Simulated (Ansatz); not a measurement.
Structure relaxation of WS

Theory: DFT PBE, scalar-relativistic, plane waves, PAW in Ansatz 0.2.0. Cutoff 420 eV, Γ-centred k mesh, Gaussian smearing, no spin polarisation in the final step.

WS was placed on the CrB structure type (Cmcm, No. 63), with W in place of Cr, S in place of B, at a guessed volume.

```
W S
1.0
     1.90773   -5.03357    0.00000
     1.90773    5.03357    0.00000
     0.00000    0.00000    3.78968
W S
2 2
Direct
  0.85400 0.14600 0.75000
  0.14600 0.85400 0.25000
  0.55000 0.45000 0.75000
  0.45000 0.55000 0.25000
```

Cell and atoms relax at zero pressure; the relaxation can't lower the symmetry of the start. After a coarse first stage the cell is made exact in the group found at 0.06 Å.

Energies over the elements count from the elements' standard structures at the same level, with no empirical corrections.

Which crystal results?

It keeps Cmcm (No. 63), but not the shape of the type it started on. Conventional cell: a = 2.934 Å, b = 13.718 Å, c = 4.012 Å. Around W lie 1 S at 2.27 Å, 4 S at 2.65 Å and 6 W at 2.82–2.93 Å; around S lie 1 W at 2.27 Å, 4 W at 2.65 Å and 2 S at 2.93 Å.

Space group Cmcm (No. 63). a = 2.934 Å, b = 13.718 Å, c = 4.012 Å, α = 90.00°, β = 90.00°, γ = 90.00°
```csv
atom,site,symmetry,x,y,z
W,4c,m2m,0.5000,0.7012,0.7500
S,4c,m2m,0.5000,0.8667,0.7500
```

What are its volume, energy, density and gap?

The volume per atom is 20.2 Å³ and the density is 8.9 g/cm³. The energy over the elements is 0.18 eV/atom and the gap on the 16×16×12 mesh is 0 eV (a metal).

The final run used a 16×16×12 mesh on its 4-atom cell and 0.10 eV smearing. For metals, differences of a few meV/atom aren't resolved. Weakly bound directions are ill-defined at this level, which has no dispersion term. Spin–orbit coupling is left out. Symmetry constrained the relaxation, so the result can be a saddle point.

Cost: 3 runs of about 5.2 core-minutes in all, on Intel Xeon Platinum 8488C (Sapphire Rapids) (shared hosts).